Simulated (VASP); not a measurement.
# Cl2 on the (1 1 0) face of ZnSe, part 2 of 6

Wanted: the adsorption energy and geometry of Cl2 on the (1 1 0) face of ZnSe. The molecule starts over a hollow site, upright. The start is a cell from a database of measured crystal structures.

VASP 6.6.1, plane waves and PAW; the level of theory is named at each step.

So far: Starting point; Surface relaxation.

## 2. Surface relaxation (continued)

Level of this step: PBEsol; plane waves and PAW (Zn, Se) (VASP).

Step by step (22 of 33):

```csv
step,energy less that of the first step (eV),largest force (eV/Å)
1,0.0000,1.5078
3,-0.5994,0.5872
4,-0.6191,0.6867
6,-0.9255,0.3365
7,-0.9296,0.2899
9,-0.9499,0.1961
10,-0.9499,0.1919
12,-0.9651,0.1565
13,-0.9655,0.1829
15,-0.9785,0.1191
16,-0.9766,0.2607
18,-0.9841,0.0993
19,-0.9842,0.1023
21,-0.9889,0.0590
22,-0.9889,0.0910
24,-0.9893,0.0737
25,-0.9894,0.0699
27,-0.9904,0.0609
28,-0.9912,0.0409
30,-0.9918,0.0506
31,-0.9929,0.0319
33,-0.9932,0.0214
```

The atoms that moved most (Å):

```csv
atom,dx,dy,dz,length
Zn7,0.000,-0.407,-0.520,0.660
Zn8,0.000,-0.407,-0.520,0.660
Se16,0.000,-0.111,0.110,0.157
Se15,0.000,-0.111,0.110,0.157
Zn5,0.000,0.006,0.062,0.063
Zn6,0.000,0.006,0.062,0.063
Se14,0.000,0.025,-0.015,0.029
Se13,0.000,0.025,-0.015,0.029
```

The relaxed structure:

```cif
data_structure
_symmetry_space_group_name_H-M 'P 1'
_symmetry_Int_Tables_number 1
_cell_length_a 8.0152
_cell_length_b 5.6676
_cell_length_c 26.0095
_cell_angle_alpha 90.000
_cell_angle_beta 90.000
_cell_angle_gamma 90.000
_cell_volume 1181.53
loop_
_atom_site_label
_atom_site_type_symbol
_atom_site_fract_x
_atom_site_fract_y
_atom_site_fract_z
_atom_site_occupancy
Zn1 Zn 0.25000 0.50000 0.33103 1
Zn2 Zn 0.75000 0.50000 0.33103 1
Zn3 Zn 0.50000 0.00000 0.40807 1
Zn4 Zn 0.00000 0.00000 0.40807 1
Zn5 Zn 0.75000 0.50109 0.48752 1
Zn6 Zn 0.25000 0.50109 0.48752 1
Zn7 Zn 0.00000 0.92827 0.54216 1
Zn8 Zn 0.50000 0.92827 0.54216 1
Se9 Se 0.50000 0.25000 0.33103 1
Se10 Se 0.00000 0.25000 0.33103 1
Se11 Se 0.75000 0.75000 0.40807 1
Se12 Se 0.25000 0.75000 0.40807 1
Se13 Se 0.00000 0.25432 0.48453 1
Se14 Se 0.50000 0.25432 0.48453 1
Se15 Se 0.25000 0.73040 0.56640 1
Se16 Se 0.75000 0.73040 0.56640 1
```

A gap read on the k-mesh alone can miss the band edges.

This step gave:

```yaml
electronic_cycles: 259
electrons: 144
free_energy_toten: -50.6334 eV
fermi_energy: -3.039 eV
metallic: no
dipole_moment: 0, 0, 0.08709 e·Å
gap_on_the_k_mesh: 1.377 eV
least_direct_gap_on_the_k_mesh: 1.377 eV
```

The run ended after 33 ionic steps, 0.993 eV below its first step, once the forces on the free atoms met EDIFFG = -0.03.

VASP counts the dipole in electrons times Å, so a positive number points the physical dipole along −c.

## 3. Potential and states of the slab

A static run writes the electrostatic potential without exchange and correlation (LVHAR), which is flat in the vacuum and gives the level to count from. The dipole correction cancels the field that unlike faces would set up across the vacuum.

Contents of INCAR:

```
SYSTEM = ZnSe
PREC = Normal
ENCUT = 300
EDIFF = 1E-06
NELM = 120
ISMEAR = 0
SIGMA = 0.05
LREAL = Auto
ALGO = Fast
GGA = PS
NBANDS = 109
LORBIT = 11
LWAVE = .FALSE.
LCHARG = .TRUE.
IDIPOL = 3
LDIPOL = .TRUE.
DIPOL = 0.5 0.5 0.445
LVHAR = .TRUE.
LVACPOTAV = .TRUE.
LELF = .TRUE.
NEDOS = 1500
```

Contents of POSCAR:

```
ZnSe
1.0
    8.0151967861      0.0000000000      0.0000000000
    0.0000000000      5.6676000000      0.0000000000
    0.0000000000      0.0000000000     26.0094975896
Zn Se
8 8
Direct
    0.2500000000      0.5000000000      0.3310329200
    0.7500000000      0.5000000000      0.3310329200
    0.5000000000      0.0000000000      0.4080739800
    0.0000000000      0.0000000000      0.4080739800
    0.7500000000      0.5010876671      0.4875163203
    0.2500000000      0.5010876671      0.4875163203
    0.0000000000      0.9282672617      0.5421610704
    0.5000000000      0.9282672617      0.5421610704
    0.5000000000      0.2500000000      0.3310329200
    0.0000000000      0.2500000000      0.3310329200
    0.7500000000      0.7500000000      0.4080739800
    0.2500000000      0.7500000000      0.4080739800
    0.0000000000      0.2543241304      0.4845313870
    0.5000000000      0.2543241304      0.4845313870
    0.2500000000      0.7304002361      0.5664002527
    0.7500000000      0.7304002361      0.5664002527
```

Contents of KPOINTS:

```
Automatic mesh
0
Gamma
2 3 1
0 0 0
```

The projector-augmented-wave data sets are Zn and Se (PBE family, release 64).

Run with:

```bash
mpirun -np 4 vasp_std
```

The log of the run:

```text
[banner, memory and clock lines left out]
running    4 mpi-ranks, on    1 nodes
 distrk:  each k-point on    4 cores,    1 groups
 distr:  one band on    1 cores,    4 groups

 POSCAR found type information on POSCAR ZnSe
 POSCAR found :  2 types and      16 ions
 [... a notice as in an earlier step ...]

 LDA part: xc-table for (Slater+PW92), standard interpolation
|                                                                             |
|           W    W    AA    RRRRR   N    N  II  N    N   GGGG   !!!           |
|           W    W   A  A   R    R  NN   N  II  NN   N  G    G  !!!           |
|           W    W  A    A  R    R  N N  N  II  N N  N  G       !!!           |
|           W WW W  AAAAAA  RRRRR   N  N N  II  N  N N  G  GGG   !            |
|           WW  WW  A    A  R   R   N   NN  II  N   NN  G    G                |
|           W    W  A    A  R    R  N    N  II  N    N   GGGG   !!!           |
|                                                                             |
|     The number of bands has been changed from the values supplied in        |
|     The orbitals not found in the WAVECAR file will be initialized with     |
|     random numbers, which is usually adequate. For correlated               |
|     calculations, however, you should redo the groundstate calculation.     |
|     I found NBANDS = 109. Now, NBANDS = 112.                                |
|                                                                             |

 POSCAR, INCAR and KPOINTS ok, starting setup
 FFT: planning ... GRIDC
 FFT: planning ... GRID_SOFT
 FFT: planning ... GRID
 WAVECAR not read
 entering main loop
       N       E                     dE             d eps       ncg     rms          rms(c)
DAV:   1     0.725026509930E+03    0.72503E+03   -0.43366E+04  1048   0.710E+02
DAV:   2     0.334151523892E+02   -0.69161E+03   -0.66308E+03  1064   0.205E+02
DAV:   3    -0.510857791378E+02   -0.84501E+02   -0.83502E+02  1064   0.751E+01
DAV:   4    -0.540349743072E+02   -0.29492E+01   -0.29424E+01  1040   0.130E+01
DAV:   5    -0.540880613251E+02   -0.53087E-01   -0.53071E-01  1064   0.173E+00    0.133E+01
RMM:   6    -0.509779762081E+02    0.31101E+01   -0.74871E+00  1024   0.932E+00    0.104E+01
RMM:   7    -0.506460078515E+02    0.33197E+00   -0.16267E+00  1090   0.403E+00    0.365E+00
RMM:   8    -0.506383509582E+02    0.76569E-02   -0.30184E-01  1193   0.138E+00    0.118E+00
RMM:   9    -0.506291448073E+02    0.92062E-02   -0.51519E-02  1094   0.812E-01    0.470E-01
RMM:  10    -0.506303199812E+02   -0.11752E-02   -0.10693E-02  1103   0.374E-01    0.176E-01
RMM:  11    -0.506320947599E+02   -0.17748E-02   -0.24567E-03  1119   0.136E-01    0.107E-01
RMM:  12    -0.506322435663E+02   -0.14881E-03   -0.53872E-04  1141   0.732E-02    0.370E-02
RMM:  13    -0.506325282662E+02   -0.28470E-03   -0.24662E-04  1132   0.376E-02    0.194E-02
RMM:  14    -0.506326866048E+02   -0.15834E-03   -0.71887E-05  1142   0.220E-02    0.173E-02
RMM:  15    -0.506327939900E+02   -0.10739E-03   -0.20927E-05  1143   0.130E-02    0.103E-02
RMM:  16    -0.506329444790E+02   -0.15049E-03   -0.25259E-05  1189   0.975E-03    0.583E-03
RMM:  17    -0.506330175851E+02   -0.73106E-04   -0.49183E-06   963   0.516E-03    0.217E-03
RMM:  18    -0.506330735382E+02   -0.55953E-04   -0.36005E-06   988   0.390E-03    0.236E-03
RMM:  19    -0.506330909630E+02   -0.17425E-04   -0.76753E-07   913   0.196E-03    0.171E-03
RMM:  20    -0.506331007077E+02   -0.97446E-05   -0.28252E-07   898   0.105E-03    0.607E-04
RMM:  21    -0.506331054263E+02   -0.47187E-05   -0.10652E-07   679   0.649E-04    0.265E-04
RMM:  22    -0.506331071309E+02   -0.17046E-05   -0.59196E-08   749   0.629E-04    0.310E-04
RMM:  23    -0.506331078463E+02   -0.71540E-06   -0.79950E-09   561   0.423E-04
|                                                                             |
|           W    W    AA    RRRRR   N    N  II  N    N   GGGG   !!!           |
|           W    W   A  A   R    R  NN   N  II  NN   N  G    G  !!!           |
|           W    W  A    A  R    R  N N  N  II  N N  N  G       !!!           |
|           W WW W  AAAAAA  RRRRR   N  N N  II  N  N N  G  GGG   !            |
|           WW  WW  A    A  R   R   N   NN  II  N   NN  G    G                |
|           W    W  A    A  R    R  N    N  II  N    N   GGGG   !!!           |
|                                                                             |
|     Did not find any points to average over, which means that no vacuum     |
|     field-free region was found. Please increase the size of  your cell     |
|     in the dimension of the dipole correction to obtain accurate            |
|     workfunction values.                                                    |
|                                                                             |

   1 F= -.50633108E+02 E0= -.50633108E+02  d E =-.169587E-10
```

Run time: 30 s. Hardware: 4 MPI ranks of Intel Xeon 6975P-C (Granite Rapids), shared host; peak memory 0.81 GiB.

From OUTCAR (step 3):

```text
 Subroutine GETGRP returns: Found  2 space group operations
 (whereof  2 operations were pure point group operations)

The static configuration has the point symmetry C_1h.

 Found      4 irreducible k-points:

   k-points           NKPTS =      4   k-points in BZ     NKDIM =      4   number of bands    NBANDS=    112

   NELECT =     144.0000    total number of electrons

 dipolmoment           0.000000      0.000000      0.085301 electrons x Angstroem

 E-fermi :  -3.1022

 k-point     1 :       0.0000    0.0000    0.0000
  band No.  band energies     occupation
    ...
     68      -3.9567      2.00000
     69      -3.7632      2.00000
     70      -3.6589      2.00000
     71      -3.5735      2.00000
     72      -3.3227      2.00000
     73      -1.9446      0.00000
     74      -0.9507      0.00000
     75      -0.7450      0.00000
     76      -0.6370      0.00000
     77      -0.1899      0.00000
    ...

 k-point     2 :       0.5000    0.0000    0.0000
  band No.  band energies     occupation
    ...
     68      -4.5416      2.00000
     69      -4.1416      2.00000
     70      -4.1416      2.00000
     71      -3.6841      2.00000
     72      -3.6841      2.00000
     73      -1.1198      0.00000
     74      -1.1198      0.00000
     75       0.0444      0.00000
     76       0.0444      0.00000
     77       0.3147      0.00000
    ...

  Total       -4.3965460     -4.0113180     -1.2448441      0.0000000      2.0413716      0.0000000
  in kB       -5.9617925     -5.4394167     -1.6880302      0.0000000      2.7681352      0.0000000
  external PRESSURE =      -4.3630798 kB  Pullay stress =       0.0000000 kB

 POSITION                                       TOTAL-FORCE (eV/Angst)
 -----------------------------------------------------------------------------------
      2.00380      2.83380      8.61000        -0.000000     -1.069630      1.109821
      6.01140      2.83380      8.61000         0.000000     -1.069630      1.109821
      4.00760      0.00000     10.61380         0.000000      0.254223     -0.102250
      0.00000      0.00000     10.61380         0.000000      0.254223     -0.102250
      6.01140      2.83996     12.68005         0.000000      0.013783      0.002530
      2.00380      2.83996     12.68005         0.000000      0.013783      0.002530
      0.00000      5.26105     14.10134         0.000000     -0.015528      0.016583
      4.00760      5.26105     14.10134        -0.000000     -0.015528      0.016583
      4.00760      1.41690      8.61000         0.000000      0.544525     -0.807795
      0.00000      1.41690      8.61000         0.000000      0.544525     -0.807795
      6.01140      4.25070     10.61380         0.000000      0.265045     -0.211166
      2.00380      4.25070     10.61380         0.000000      0.265045     -0.211166
      0.00000      1.44141     12.60242         0.000000      0.012299     -0.005354
      4.00760      1.44141     12.60242         0.000000      0.012299     -0.005354
      2.00380      4.13962     14.73179         0.000000     -0.004717     -0.002368
      6.01140      4.13962     14.73179         0.000000     -0.004717     -0.002368
 -----------------------------------------------------------------------------------
    total drift:                                0.000000      0.015592     -0.091496

  FREE ENERGIE OF THE ION-ELECTRON SYSTEM (eV)
  ---------------------------------------------------
  free  energy   TOTEN  =       -50.6331078463 eV

  energy  without entropy=      -50.6331078463  energy(sigma->0) =      -50.63310785

 vacuum level on the upper side and lower side of the slab         2.296         1.956

 total charge
# of ion       s       p       d       tot
------------------------------------------
    1        0.558   0.348   9.771  10.677
    2        0.558   0.348   9.771  10.677
    3        0.538   0.451   9.774  10.764
    4        0.538   0.451   9.774  10.764
    5        0.538   0.453   9.775  10.766
    6        0.538   0.453   9.775  10.766
    7        0.581   0.420   9.769  10.770
    8        0.581   0.420   9.769  10.770
    9        1.448   2.361   0.022   3.831
   10        1.448   2.361   0.022   3.831
   11        1.442   2.392   0.030   3.865
   12        1.442   2.392   0.030   3.865
   13        1.438   2.421   0.033   3.892
   14        1.438   2.421   0.033   3.892
   15        1.454   2.372   0.028   3.855
   16        1.454   2.372   0.028   3.855
--------------------------------------------------
tot         15.996  22.437  78.406 116.839

[... 5 parts as in an earlier step ...]

[... 4 further parts left out ...]
```

This step gave:

| Property | Result |
| --- | --- |
| electronic cycles | 23 |
| free energy (TOTEN) | -50.6331 eV |
| Fermi energy | -3.102 eV |
| dipole moment | 0, 0, 0.08530 e·Å |
| vacuum levels | 2.296, 1.956 eV |
| ionisation potential | 5.619 eV |
| electron affinity | 4.241 eV |
| gap on the k-mesh | 1.378 eV |
| least direct gap on the k-mesh | 1.378 eV |

The density of states has structure finer than the step of the table below, so its rows give means over 1 eV, whole bins alone (the curve runs from -12.0 to 9.37 eV). Peaks (eV: height): total -6.4: 182, -6.2: 168, 6.9: 39.7, 7.3: 37.0; Zn d -6.4: 165, -6.2: 161; Se s -11.9: 7.74, -11.7: 13.9, -11.6: 7.77; Se p -1.9: 11.9, -1.3: 10.6, -0.7: 14.5, -0.3: 11.9.

The density of states by energy, zero at the valence-band top; means over each step; values in states/eV/cell:

```csv
energy (eV),total,Zn d,Se s,Se p
-11,0.0605,0.00203,0.0420,1.1e-4
-10,0,0,0,0
-9,0,0,0,0
-8,0,0,0,0
-7,7.19,6.22,0.00238,0.344
-6,72.7,67.9,0.200,1.06
-5,4.20,0.449,0.0778,1.00
-4,7.16,0.686,0.130,1.77
-3,6.38,0.565,0.214,1.90
-2,12.2,0.689,0.0876,4.69
-1,12.5,0.808,0.0440,5.63
0,5.26,0.322,0.0182,2.57
1,0.325,0.00709,0.0378,0.0462
2,3.68,0.0488,0.102,0.521
3,4.04,0.108,0.246,0.442
4,10.7,0.266,0.399,1.33
5,8.69,0.172,0.205,0.896
6,15.0,0.269,0.126,1.08
7,20.9,0.474,0.190,1.39
8,16.4,0.330,0.109,1.03
```

The planar average of the electrostatic potential oscillates, so the rows of the table below give means over windows of 2.09 Å about each position, cut where the curve ends. Its maxima inside the range that stand out by 2 % of the span (Å: eV): 9.6: 1.58, 11.6: 1.43, 13.7: 0.233, 23.9: 5.40. Its minima: 8.6: -3.61, 10.7: -3.65, 12.8: -4.12, 14.5: -3.20.

Zero at the Fermi level. The planar average of the electrostatic potential by height; means over each step:

height (Å), planar average of the electrostatic potential (eV) and a bar from the least value:
```
     1.04       5.06 #############################
     3.13       5.06 #############################
     5.22       5.05 #############################
     7.31       2.79 ####################
     9.40      -1.59 ##
    11.49      -1.77 #
    13.58      -2.09 
    15.67       2.36 ##################
    17.77       5.39 ##############################
    19.85       5.40 ##############################
    21.95       5.40 ##############################
    24.03       5.30 ##############################
```

Density of states in the PAW spheres, an atom over height of the layer and energy from the Fermi level.

Ten even steps from '0' (0.00 states/eV) to '9' (1.33 states/eV), each cell a mean:
```
000000
000000
000000
100000
933002
424126
123128
233118
446329
323113
444326
124111
355325
124223
001000
001000
222222
112132
100010
332121
353442
124521
```
Columns: height of the layer (Å) from 8.6 to 14.7 (not evenly spaced); rows upwards: energy from the Fermi level (eV) from -4.9 to 0.5.

Force by atom:

```csv
atom,x (eV/Å),y (eV/Å),z (eV/Å),size
Zn1,0.00,-1.07,1.11,1.54
Zn2,0.00,-1.07,1.11,1.54
Zn3,0.00,0.25,-0.10,0.27
Zn4,0.00,0.25,-0.10,0.27
Zn5,0.00,0.01,0.00,0.01
Zn6,0.00,0.01,0.00,0.01
Zn7,0.00,-0.02,0.02,0.02
Zn8,0.00,-0.02,0.02,0.02
Se9,0.00,0.54,-0.81,0.97
Se10,0.00,0.54,-0.81,0.97
Se11,0.00,0.27,-0.21,0.34
Se12,0.00,0.27,-0.21,0.34
Se13,0.00,0.01,-0.01,0.01
Se14,0.00,0.01,-0.01,0.01
Se15,0.00,0.00,0.00,0.01
Se16,0.00,0.00,0.00,0.01
```

ELF in the cb plane at fractional x = 0.000, with atoms of Zn and Se within 0.2 Å of it. It is the smooth field of the valence electrons, not physical close to the nuclei.

Values, 8 rows by 16 columns, each cell a mean:
```
0.18 0.30 0.20 0.17 0.09 0.18 0.16 0.08 0.10 0.12 0.08 0.00 0.00 0.00 0.00 0.00
0.04 0.01 0.02 0.10 0.17 0.10 0.07 0.16 0.19 0.08 0.01 0.05 0.00 0.00 0.00 0.00
0.09 0.04 0.05 0.03 0.05 0.03 0.03 0.09 0.10 0.03 0.01 0.02 0.00 0.00 0.00 0.00
0.05 0.23 0.35 0.12 0.02 0.10 0.27 0.08 0.02 0.01 0.01 0.00 0.00 0.00 0.00 0.00
0.18 0.57 0.75 0.56 0.07 0.52 0.78 0.48 0.04 0.00 0.02 0.00 0.00 0.00 0.00 0.00
0.41 0.81 0.64 0.75 0.22 0.75 0.64 0.75 0.19 0.03 0.00 0.00 0.00 0.00 0.00 0.00
0.55 0.90 0.80 0.63 0.20 0.69 0.76 0.68 0.18 0.05 0.01 0.00 0.00 0.00 0.00 0.00
0.58 0.82 0.75 0.29 0.04 0.34 0.61 0.24 0.15 0.09 0.10 0.00 0.00 0.00 0.00 0.00
```
Columns run along c (16.0 Å, from fractional 0.25 to 0.86 of the cell), rows up along b (5.7 Å). Atoms in or near the plane, at fractional coordinates: Zn at (0.41, 0.00), Zn at (0.54, 0.93), Se at (0.33, 0.25), Se at (0.48, 0.25).

Valence density in the cb plane at fractional x = 0.000, with atoms of Zn and Se within 0.2 Å of it. It is the smooth field of the valence electrons, not physical close to the nuclei.

Ten steps, logarithmic in the rise over the least value, from '0' (0 e/Å³) to '9' (16 e/Å³), each cell a mean:
```
00000000000000000000000012699621111489952000
00000000000000000000000001355310001379852000
00000000000000000000000000122100000246521000
00000000000000000000000000011000000112210000
00000000000000000000000000000000000000000000
00000000000000000000000000000000000000000000
00000000000000000000000000000000000000000000
00000000000000000000111110000001111100000000
00000000000000000001223221000012333210000000
00000000000000000002333332100123333321000000
00000000000000000012330332100123302321000000
00000000000000000012330332111123303321000000
00000000000000000012333332233223333321100000
00000000000000000001233322577522333333210000
00000000000000000000111113799731112367631000
```
Columns run along c (16.0 Å, from fractional 0.02 to 0.64 of the cell), rows up along b (5.7 Å). Atoms in or near the plane, at fractional coordinates: Zn at (0.41, 0.00), Zn at (0.54, 0.93), Se at (0.33, 0.25), Se at (0.48, 0.25).

Electrostatic potential energy in the cb plane at fractional x = 0.000, with atoms of Zn and Se within 0.2 Å of it. With pseudopotentials it is smooth inside the atoms' cores, unlike the true potential.

Ten even steps from '0' (-40 eV) to '9' (2 eV), each cell a mean:
```
99999999999999999999999987677678998667767999
99999999999999999999999998666689998667667999
99999999999999999999999999877899998766678999
99999999999999999999999999999999999887789999
99999999999999999999999999999999999999999999
99999999999999999999999999999999999999999999
99999999999999999999999999999999999999999999
99999999999999999999999999999999988999999999
99999999999999999999865689999998656899999999
99999999999999999998500158999985000489999999
99999999999999999997102028999972030179999999
99999999999999999998203027888872020179999999
99999999999999999999500058766775100588899999
99999999999999999999875787666678766776688999
99999999999999999999999987677668888666668999
```
Columns run along c (16.0 Å, from fractional 0.02 to 0.64 of the cell; values clipped at the 3rd and 97th percentile), rows up along b (5.7 Å). Atoms in or near the plane, at fractional coordinates: Zn at (0.41, 0.00), Zn at (0.54, 0.93), Se at (0.33, 0.25), Se at (0.48, 0.25).

The map of layer states is cut here 0.5 eV above the Fermi level, so it leaves out the states above that, and it starts at -5 eV, leaving out a taller peak below that would set the scale.

The vacuum levels are read from the flat parts of the potential; the two faces differ by 0.34 eV, the step that the slab's dipole of 0.085 e·Å makes.

VASP counts the dipole in electrons times Å, so a positive number points the physical dipole along −c.

The program found no field-free point at its default tolerance, but its printed level agrees with the flat part of the planar average.

[end of part 2 of 6]

[Lines on the potential files, build, host, timing and source positions are cut from VASP's logs without a mark.]

[Logs are printed without paths, hosts, clocks, repeated set-up lines and the standing remarks that a program may print on its own settings, such as how far it seeks lower states.]

[Hosts, paths, dates, database ids (printed as entryN), source tags and the programs' standing remarks are cut or masked in the printed files.]

[Runs that stopped without an error message from VASP are left out.]
